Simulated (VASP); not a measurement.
A run of VASP 6.6.1 is set up as follows.

INCAR

```
PREC = Accurate ; ENCUT = 520
EDIFF = 1E-6 ; ISMEAR = 0
SIGMA = 0.03 ; LREAL = False
LASPH = True ; NELM = 80
ALGO = Normal ; ISIF = 2
LWAVE = False ; LCHARG = False
GGA = PS ; NBANDS = 81
ICORELEVEL = 1 ; KPAR = 4
```

Contents of KPOINTS:

```
regular mesh
0
Gamma
  6 6 6
```

Contents of POSCAR:

```
AlGa7As8                                
1.0
   -5.6659937244      5.6659937244      0.0000000000
   -5.6659937244     -0.0000000000      5.6659937244
   -0.0000000000      5.6659937244      5.6659937244
  Al              Ga              As            
     1     7     8
Direct
     1.0000000000000000    1.0000000000000000    1.0000000000000000
     0.5001429557099252    0.9998570442900748    0.9998570442900748
     0.9998570442900748    0.5001429557099252    0.9998570442900748
     0.9998570442900748    0.9998570442900748    0.5001429557099252
     0.5001429557099252    0.5001429557099252    0.9998570442900748
     0.5001429557099252    0.9998570442900748    0.5001429557099252
     0.9998570442900748    0.5001429557099252    0.5001429557099252
     0.5000000000000000    0.5000000000000000    0.5000000000000000
     0.8749713217837467    0.8749713217837467    0.3750860346487598
     0.3750033731735457    0.8749898804793560    0.3750033731735457
     0.8749898804793560    0.3750033731735457    0.3750033731735457
     0.8749713217837467    0.8749713217837467    0.8749713217837467
     0.3750033731735457    0.3750033731735457    0.3750033731735457
     0.3750860346487598    0.8749713217837467    0.8749713217837467
     0.8749713217837467    0.3750860346487598    0.8749713217837467
     0.3750033731735457    0.3750033731735457    0.8749898804793560
```

The input KPOINTS_OPT:

```
explicit points
6
Reciprocal
 0.0000000000  0.0000000000  0.0000000000 1
 0.3750000000  0.3750000000  0.7500000000 1
 0.5000000000  0.5000000000  0.5000000000 1
 0.6250000000  0.2500000000  0.6250000000 1
 0.5000000000  0.2500000000  0.7500000000 1
 0.5000000000  0.0000000000  0.5000000000 1
```

Potentials or basis: VASP PAW PBE potentials, release 64 (Al, Ga_d, As).

Launch:

```console
$ cat potpaw_PBE.64/Al/POTCAR potpaw_PBE.64/Ga_d/POTCAR potpaw_PBE.64/As/POTCAR > POTCAR
$ mpirun -np 4 vasp_std > vasp.out
```

What does it give for the band gap along the path?

0.54 eV, direct.

What does it give for the band gap on the k mesh?

0.54 eV, direct.

What does it give for the pressure?

0.0 GPa.

Core levels (eV, on the scale of the bands):
| atom | levels |
| --- | --- |
| 1 Al | 1s -1502.1, 2s -99.4, 2p -60.9 |
| 2 Ga | 1s -10220.6, 2s -1254.0, 2p -1090.5, 3s -139.9, 3p -90.6 |
| 3 Ga | 1s -10220.6, 2s -1254.0, 2p -1090.5, 3s -139.9, 3p -90.6 |
| 4 Ga | 1s -10220.6, 2s -1254.0, 2p -1090.5, 3s -139.9, 3p -90.6 |
| 5 Ga | 1s -10220.6, 2s -1254.0, 2p -1090.5, 3s -139.9, 3p -90.6 |
| 6 Ga | 1s -10220.6, 2s -1254.0, 2p -1090.5, 3s -139.9, 3p -90.6 |

Caveat: the PAW data sets were made with another functional, which shifts forces and pressure a little. A hybrid or GW would open this gap; PBEsol tends to underestimate it.
